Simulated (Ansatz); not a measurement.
The system is PbSe (Clausthalite).

```
Pb Se
1.0
     0.00000    3.06065    3.06065
     3.06065    0.00000    3.06065
     3.06065    3.06065    0.00000
Pb Se
1 1
Direct
  0.00000 0.00000 0.00000
  0.50000 0.50000 0.50000
```

- Program: Ansatz 0.2.0
- Task: relaxation of cell and atoms
- Functional: RPBE
- Potentials or basis: Ansatz PAW
- Cutoff: 420 eV (not typed: the program's choice for these potentials)
- k mesh: 8 × 8 × 8
- Occupations: fermi-dirac, width 0.05 eV
- Spin: no spin polarisation

At the start: volume 28.67 Å³/atom.

**Question.** Where does the relaxation end?

**Answer.** It ends after 5 steps and the volume is 31.21 Å³/atom (+8.9 %); space group Fm-3m (No. 225, to 0.05 Å).

The path:
```csv
step,energy change (eV),largest force (eV/Å),volume (Å³)
1,0.0000,0.0000,57.34
2,-0.0528,0.0000,64.48
3,-0.0612,0.0000,62.69
4,-0.0614,0.0000,62.42
5,-0.0618,0.0000,62.42
```

Final structure:
```
CELL_PARAMETERS angstrom
0.00000 3.14844 3.14844
3.14844 0.00000 3.14844
3.14844 3.14844 0.00000
ATOMIC_POSITIONS crystal
Pb 0.00000 0.00000 0.00000
Se 0.50000 0.50000 0.50000
```

The cell as given is a measured one (28.67 Å³/atom); RPBE puts the equilibrium volume +8.9 % from it, thermal expansion not counted.

Caveat: the plane-wave basis is chosen anew once the cell has moved, so the energies of steps on either side of that aren't comparable; the PAW data sets come from PBE, with cores solved anew for the run's functional, which leaves a small shift of forces and pressure.
